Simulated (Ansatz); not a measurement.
Wanted: the native input for an Ansatz 0.2.0 run.

```
Task                : elastic constants
Functional          : PBE
Dispersion          : D4
Potentials or basis : Ansatz PAW earlier set
Cutoff              : 550 eV
Density cutoff      : 2200 eV
k mesh              : 8 × 8 × 8
Occupations         : methfessel-paxton, width 0.01 eV
Spin                : no spin polarisation
Atoms under strain  : clamped
```

The system is Tl.

```
Tl
1.0
    -1.95600    1.95600    1.95600
     1.95600   -1.95600    1.95600
     1.95600    1.95600   -1.95600
Tl
1
Direct
  0.00000 0.00000 0.00000
```

This isn't the form of Tl at room conditions, which is hcp.

The input as run:

input.yaml

```yaml
crystal:
  lattice:
    - [-1.9559951735, 1.9559951735, 1.9559951735]
    - [1.9559951735, -1.9559951735, 1.9559951735]
    - [1.9559951735, 1.9559951735, -1.9559951735]
  atoms:
    - { symbol: Tl, position: [0.0, 0.0, 0.0] }
hamiltonian:
  xc: pbe
  pseudopotentials: { kind: paw, level: accurate }
  dispersion: d4
kpoints:
  mp_grid: { grid: [8, 8, 8] }
scf:
  occupations: { method: methfessel_paxton, width: 0.01 }
output:
  forces: true
  stress: true
elastic:
  mode: clamped_ion
  stencil: two_point
```

Potentials or basis: Ansatz PAW earlier set.

Command:

```console
$ ansatz run input.yaml --threads 1 --pin off --max-ram 2560MiB --backend cpu --events-out ev --progress --plain --runs-dir out
```

It gave:

The pressure is -0.1 GPa. The band gap on the k mesh is none (metal or under the smearing width), the elastic constants C11, C12, C44 are -325, 209, -432 GPa and the voigt bulk modulus is 31 GPa.

Caveat: the elastic tensor has a negative eigenvalue, so either the cell is unstable as it stands or the mesh is too thin; pairwise dispersion overbinds metals, which lowers pressure and volume.

Run time: 14 s on 1 thread of Arm Neoverse V1, with other jobs on the host, peak memory 0.34 GiB.
